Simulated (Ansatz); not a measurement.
A plane-wave DFT run in Ansatz 0.2.0 (scalar-relativistic PAW potentials unless the input names others): input and command.

```yaml
crystal:
  lattice:
    - [2.6009635307, 0.0, 0.0]
    - [-1.3004817653, 2.144207199, 0.0]
    - [0.0, 0.0, 6.8055200714]
  atoms:
    - { symbol: B, position: [0.3371757428, 0.6745620248, 0.25] }
    - { symbol: B, position: [0.6628242572, 0.3254379752, 0.75] }
    - { symbol: "N", position: [0.3280276316, 0.6557702055, 0.75] }
    - { symbol: "N", position: [0.6719723684, 0.3442297945, 0.25] }
basis:
  ecutwfc: 500
kpoints:
  mp_grid: { grid: [12, 12, 4] }
hamiltonian:
  xc: r2scan
  dispersion: d3bjatm
scf:
  occupations: { method: methfessel_paxton, width: 0.3 }
output:
  forces: true
  eigenvalues: true
  stress: true
relax:
  adjacent_minimum: "off"
  f_tol: 0.008
  max_steps: 40
  cell: { stress_tol: 0.015, fix: [a, angles] }
```

```bash
ansatz run input.yaml --threads 1 --pin off --max-ram 2560MiB --backend cpu --events-out ev --progress --plain --runs-dir out
```

Abridged log:
```
The last accepted step is kept in <dir> (removed where the run ends without a failure and the disk answers)
Pseudopotentials: kind: paw
Pseudopotential: B, paw, valence charge 3, recommended cutoff 500 eV (meta_gga)
Pseudopotential: N, paw, valence charge 5, recommended cutoff 500 eV (meta_gga)
Functional definition: r2SCAN
Crystal: 4 atoms, lattice volume = 37.954 Å³
Basis set: ecut = 500 eV, 975 PW (Γ), exchange–correlation on 80×80×200 points (64 copies of the dense FFT grid, shifted against one another)
Bands: 12, of which v1, the nominal top of the filled ones, is band 8 counted from 1 (7 counted from 0)
Symmetry: 4 space group operations
Space group: P21/m (ITA 11), of the structure as read, at distance tolerance 3.4e-5 Å
k-points: 222 of 576
Initial density: superposition of atomic densities (neutral atoms: chi_scale 0, normalization atom), corrected by the library's trained network
Initial wavefunctions: pseudopotential atomic-orbital guess
Functional: x = r2scan, c = r2scan; τ floored in thin density (d = 2e-4 eV/Å³)
SCF iter   1: F=—  HF=-1088.206466 eV  |F-HF|=—  |Δ(HF+E_count)|=         —  Δρ=8.48e-3  dr2=2.00e-2  dr2_τ=6.23e-1  ethr=1.77e-3  ⟨swp⟩=5.5  Hψ=15768  notcnv=0
SCF iter   2: F=—  HF=-1088.330784 eV  |F-HF|=—  |Δ(HF+E_count)|=   1.24e-1  S|Δr|=    0.00e0  Δρ=5.05e-3  dr2=4.18e-3  dr2_τ=3.16e-4  ethr=1.25e-4  ⟨swp⟩=2.0  Hψ=6337  notcnv=0
SCF iter   3: F=—  HF=-1088.330536 eV  |F-HF|=—  |Δ(HF+E_count)|=   2.48e-4  S|Δr|=    0.00e0  Δρ=9.92e-4  dr2=2.89e-4  dr2_τ=1.20e-4  ethr=2.61e-5  ⟨swp⟩=2.1  Hψ=4464  notcnv=0
SCF iter   4: F=—  HF=-1088.330505 eV  |F-HF|=—  |Δ(HF+E_count)|=   3.15e-5  S|Δr|=    0.00e0  Δρ=3.03e-4  dr2=2.62e-5  dr2_τ=2.08e-6  ethr=1.81e-6  ⟨swp⟩=2.0  Hψ=4228  notcnv=0
SCF iter   5: F=—  HF=-1088.330498 eV  |F-HF|=—  |Δ(HF+E_count)|=   6.84e-6  S|Δr|=    0.00e0  Δρ=1.12e-4  dr2=2.96e-6  dr2_τ=2.65e-7  ethr=1.64e-7  ⟨swp⟩=2.0  Hψ=4282  notcnv=0
SCF iter   6: F=—  HF=-1088.330498 eV  |F-HF|=—  |Δ(HF+E_count)|=   7.81e-7  S|Δr|=    0.00e0  Δρ=4.38e-5  dr2=5.05e-7  dr2_τ=1.01e-8  ethr=1.85e-8  ⟨swp⟩=2.1  Hψ=4023  notcnv=0
SCF iter   7: F=-1088.330499 eV  HF=-1088.330499 eV  |F-HF|=8.37e-10  |Δ(HF+E_count)|=   4.25e-8  S|Δr|=    0.00e0  Δρ=7.15e-6  dr2=1.18e-8  dr2_τ=3.05e-10  ethr=6.25e-10  ⟨swp⟩=5.8  Hψ=12941  notcnv=0
SCF 1 converged in 7 iterations: F = -1088.330499 eV  dr2 = 1.18e-8
relax step   1: F+E_penalty+E_count = -1088.33049852 eV  Δ(F+E_penalty+E_count) = +0.000e0 eV  max|allowed force component| = 2.431e-1 eV/Å  Δτ_max = 0.0000 Å  P = -10.373 GPa  Ω = 37.954 Å³  fix = [a, alpha, beta, gamma]  reactions: a -31.617 GPa; gamma -0.494 GPa/rad (7 SCF iters, dr2 threshold 1.00e-7 eV, accepted)
Crystal: 4 atoms, lattice volume = 37.402 Å³
Basis set: ecut = 500 eV, 959 PW (Γ), exchange–correlation on 80×80×200 points (64 copies of the dense FFT grid, shifted against one another)
Initial density: handed on by an earlier stage of this run
Initial wavefunctions: those handed on with the density
SCF iter   1: F=—  HF=-1088.328537 eV  |F-HF|=—  |Δ(HF+E_count)|=         —  Δρ=6.09e-3  dr2=6.56e-3  dr2_τ=2.58e-2  ethr=3.83e-5  ⟨swp⟩=1.3  Hψ=19936  notcnv=0
   ...
SCF iter   2: F=—  HF=-1088.334778 eV  |F-HF|=—  |Δ(HF+E_count)|=   1.39e-8  S|Δr|=    0.00e0  Δρ=8.03e-6  dr2=9.26e-9  dr2_τ=9.58e-10  ethr=3.65e-10  ⟨swp⟩=2.9  Hψ=4511  notcnv=0
SCF iter   3: F=—  HF=-1088.334778 eV  |F-HF|=—  |Δ(HF+E_count)|=   2.24e-9  S|Δr|=    0.00e0  Δρ=2.68e-6  dr2=1.34e-9  dr2_τ=2.97e-10  ethr=5.79e-11  ⟨swp⟩=2.7  Hψ=4578  notcnv=0
SCF iter   4: F=-1088.334778 eV  HF=-1088.334778 eV  |F-HF|=7.05e-12  |Δ(HF+E_count)|=  1.00e-10  S|Δr|=    0.00e0  Δρ=5.62e-7  dr2=4.59e-11  dr2_τ=4.61e-12  ethr=5.18e-12  ⟨swp⟩=4.2  Hψ=8940  notcnv=0
SCF 6 converged in 4 iterations: F = -1088.334778 eV  dr2 = 4.59e-11
relax step   6: F+E_penalty+E_count = -1088.33477751 eV  Δ(F+E_penalty+E_count) = +3.362e-7 eV  max|allowed force component| = 6.151e-5 eV/Å  Δτ_max = 0.0001 Å  P = -10.764 GPa  Ω = 36.962 Å³  energy of the carried Pulay correction = +2.842e-4 eV  fix = [a, alpha, beta, gamma]  reactions: a -32.292 GPa; gamma -0.180 GPa/rad (4 SCF iters, dr2 threshold 8.29e-10 eV, accepted)
Initial wavefunctions: pseudopotential atomic-orbital guess (no wavefunctions were taken with the density)
SCF iter   1: F=—  HF=-1088.334518 eV  |F-HF|=—  |Δ(HF+E_count)|=         —  Δρ=5.63e-5  dr2=1.07e-7  dr2_τ=3.96e-7  ethr=7.93e-8  ⟨swp⟩=3.0  Hψ=22964  notcnv=0
SCF iter   2: F=—  HF=-1088.334519 eV  |F-HF|=—  |Δ(HF+E_count)|=   7.76e-7  S|Δr|=    0.00e0  Δρ=2.80e-5  dr2=2.60e-8  dr2_τ=4.00e-8  ethr=6.68e-10  ⟨swp⟩=2.3  Hψ=4366  notcnv=0
SCF iter   3: F=—  HF=-1088.334519 eV  |F-HF|=—  |Δ(HF+E_count)|=   1.41e-7  S|Δr|=    0.00e0  Δρ=1.87e-6  dr2=9.57e-10  dr2_τ=1.92e-10  ethr=1.62e-10  ⟨swp⟩=2.0  Hψ=4433  notcnv=0
SCF iter   4: F=—  HF=-1088.334519 eV  |F-HF|=—  |Δ(HF+E_count)|=  1.56e-10  S|Δr|=    0.00e0  Δρ=7.24e-7  dr2=5.37e-11  dr2_τ=2.86e-11  ethr=5.98e-12  ⟨swp⟩=2.0  Hψ=4424  notcnv=0
SCF iter   5: F=-1088.334519 eV  HF=-1088.334519 eV  |F-HF|=3.41e-12  |Δ(HF+E_count)|=  1.07e-10  S|Δr|=    0.00e0  Δρ=1.10e-7  dr2=1.33e-12  dr2_τ=7.83e-13  ethr=1.00e-12  ⟨swp⟩=4.2  Hψ=12853  notcnv=0
SCF 7 converged in 5 iterations: F = -1088.334519 eV  dr2 = 1.33e-12
SCF converged after 5 iterations
Stability not checked: this state was not tested for a lower state beside it, because cold or Methfessel-Paxton smearing, or corrected tetrahedra, fill the levels in a way that the test cannot read (fill_not_monotonic; see scf.lower_state_search)
Free energy (F): -1088.334519 eV
Harris-Foulkes:  -1088.334519 eV  (|F-HF|=3.41e-12)
Internal energy: -1088.334519 eV  (E = F + TS)
E sigma→0 (E₀):  -1088.334519 eV
Fermi energy:    6.685534 eV
Step filling:    the computed levels leave a gap of 4.6024 eV = 15.3 smearing widths at the electron count; against every level under it full and every level over it empty, smearing changes F+E_penalty+E_count by +2.41e-26 meV and its σ→0 estimate by -6.94e-25 meV
  E_disp       = -0.235219  (pairwise vdW)
--- Forces (eV/Å), atoms counted from 1 ---
  atom   1  B      0.00000156    -0.00000362     0.00000000
  atom   2  B     -0.00000156     0.00000362     0.00000000
  atom   3  N      0.00000685    -0.00007423     0.00000000
  atom   4  N     -0.00000685     0.00007423     0.00000000
--- Stress (GPa, compression-positive) ---
      -32.370469       0.138233       0.000000
        0.138233       0.082066       0.000000
        0.000000       0.000000      -0.004574
  P = ⅓ Tr σ = -10.7643 GPa (-107.643 kbar)
--- Relaxed structure (6 steps of the walk, 6 accepted, 1 SCFs on fresh bases) ---
  F+E_penalty+E_count = -1088.33451928 eV   max|allowed force component| = 7.423e-5 eV/Å   (the final SCF, on the basis selected at the relaxed cell)
  cell:  # Å, volume = 36.9620 Å³
    - [2.60096348, -0.00050535, 0.0]
    - [-1.30089835, 2.14583423, 0.0]
    - [0.0, 0.0, 6.62332412]
  atoms:
    - { symbol: B, position: [0.34190066, 0.68395318, 0.25] }
    - { symbol: B, position: [0.65809933, 0.31604681, 0.75000000] }
    - { symbol: N, position: [0.32194574, 0.64368550, 0.75000000] }
    - { symbol: N, position: [0.67805425, 0.35631449, 0.25] }
```

Apart from outputs and empty bands, the input differs from a reference run on usual settings in hamiltonian.dispersion: not typed → "d3bjatm"; scf.occupations.method: "gaussian" → "methfessel_paxton"; scf.occupations.width: 0.02 → 0.3. The reference, at the same start, ended its own course with a relaxed volume of 9.60 Å³/atom, pressure -10.12 GPa, largest force 0.001 eV/Å, gap on the mesh 4.68 eV. This run converged in 35 SCF iterations over all its steps (reference: 28) with an energy at zero smearing 57.84 meV/atom below the reference's (the Hamiltonian itself differs), a relaxed volume of 9.24 Å³/atom, pressure -10.76 GPa, largest force 0.000 eV/Å, gap on the mesh 4.60 eV.

Time: 110 s on 1 thread of Arm Neoverse V1, with other jobs on the host, peak memory 0.49 GiB.